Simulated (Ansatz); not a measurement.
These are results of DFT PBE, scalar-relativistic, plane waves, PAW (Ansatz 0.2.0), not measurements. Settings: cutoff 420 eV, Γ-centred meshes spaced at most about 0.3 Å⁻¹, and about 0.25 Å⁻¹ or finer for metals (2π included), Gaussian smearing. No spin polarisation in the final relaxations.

Temperature and zero-point effects are left out. All come from trial cells, and lower structures may exist.

Question: Order these relaxed structures of B3As2 by energy, lowest first, with the energy over the lowest of them.
1.

```
CELL_PARAMETERS angstrom
2.28878 -5.52500 0.00000
2.28878 5.52500 0.00000
0.00000 0.00000 2.88233
ATOMIC_POSITIONS crystal
B 0.69047 0.69047 0.50000
B 0.30953 0.30953 0.50000
B 0.50000 0.50000 0.00000
As 0.85607 0.14393 0.50000
As 0.14393 0.85607 0.50000
```

2.

```
CELL_PARAMETERS angstrom
3.79514 0.00000 0.00000
0.00000 3.79514 0.00000
0.00000 0.00000 4.45137
ATOMIC_POSITIONS crystal
B 0.50000 0.00000 0.02318
B 0.00000 0.50000 0.02318
B 0.00000 0.00000 0.22431
As 0.00000 0.00000 0.72360
As 0.50000 0.50000 0.27573
```

3.

```
CELL_PARAMETERS angstrom
3.18602 0.00000 0.00000
-1.59301 2.75918 0.00000
0.00000 0.00000 6.76656
ATOMIC_POSITIONS crystal
B 0.00000 0.00000 0.00000
B 0.33333 0.66667 0.48812
B 0.66667 0.33333 0.51188
As 0.33333 0.66667 0.18341
As 0.66667 0.33333 0.81659
```

4.

```
CELL_PARAMETERS angstrom
4.58806 0.00000 0.00000
-2.29403 3.97338 0.00000
0.00000 0.00000 4.71178
ATOMIC_POSITIONS crystal
B 0.00000 0.00000 0.16767
B 0.00000 0.00000 0.83233
B 0.00000 0.00000 0.50000
As 0.33333 0.66667 0.00000
As 0.66667 0.33333 0.00000
```

Answer: 1 (0 meV/atom), 3 (261 meV/atom), 4 (609 meV/atom), 2 (868 meV/atom). Forms: 1 Cmmm; 3 P-3m1; 4 P6/mmm; 2 P4mm. Counting As atoms around B (those within 1.25 times the shortest such distance or 1.15 times the sum of covalent radii, 1.27 where that leaves under three; a plus sign parts nearer from farther groups; the shortest distance is added where it exceeds 1.18 times the sum of covalent radii; a slash parts the counts of unlike sites): cell 1 has B 2/8 from 3.1 Å; cell 3 has B 1/6; cell 4 has B 6 from 2.8 Å/12 from 3.5 Å; cell 2 has B 4/2+4. Cell 1 holds B–B chains (shortest 1.68 Å); cell 3 holds B–B nets (shortest 1.85 Å); cell 4 holds B–B chains (shortest 1.57 Å) (bonds between like non-metal atoms; other contacts aren't counted). Even the lowest lies +0.36 eV/atom against the elements.

No dispersion correction is applied, so the spacing and binding between layers, chains or molecules are poorly described (Cmmm), and this can change margins and order among such cells. In Cmmm, P-3m1, P6/mmm, P4mm an odd number of electrons in the primitive cell allows no gap without spin; a larger cell or a magnetic state could open one. A magnetic state wasn't ruled out in cells without spin, among them Cmmm, P-3m1, P6/mmm, P4mm. Cells relaxed within their symmetry can be saddle points. Some structure types and database cells were kept out of the candidates from the start, so a known form may be missing.
